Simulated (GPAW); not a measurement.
The system is Ge.

```
CELL_PARAMETERS angstrom
0.00000 2.82891 2.82891
2.82891 0.00000 2.82891
2.82891 2.82891 0.00000
ATOMIC_POSITIONS crystal
Ge 0.75000 0.75000 0.75000
Ge 0.50000 0.50000 0.50000
```

Program: GPAW 26.7.0. Alike in all runs: no spin polarisation; cell as given; k mesh 8 × 8 × 8; cutoff (eV) 600. Hardware: 1 thread of Arm Neoverse V1 (shared host).

Question: Order these runs on this cell by their wall time, lowest first.
A. task band structure; level r2SCAN; potentials or basis GPAW PAW data sets (gpaw-data 1.2.1), pw; smearing fermi-dirac 0.05 eV; band path GXWKGLUWLK,UX; band points 80
B. task single point; level PBE; potentials or basis GPAW PAW data sets (gpaw-data 1.2.1), pw; smearing gaussian 0.021 eV
C. task band structure; level revPBE; potentials or basis the program's PAW data sets (release 1.2.1) made for this functional, pw; smearing fermi-dirac 0.05 eV; band path GXWKGLUWLK,UX; band points 60

Answer: B (9.8 s), C (25 s), A (97 s).
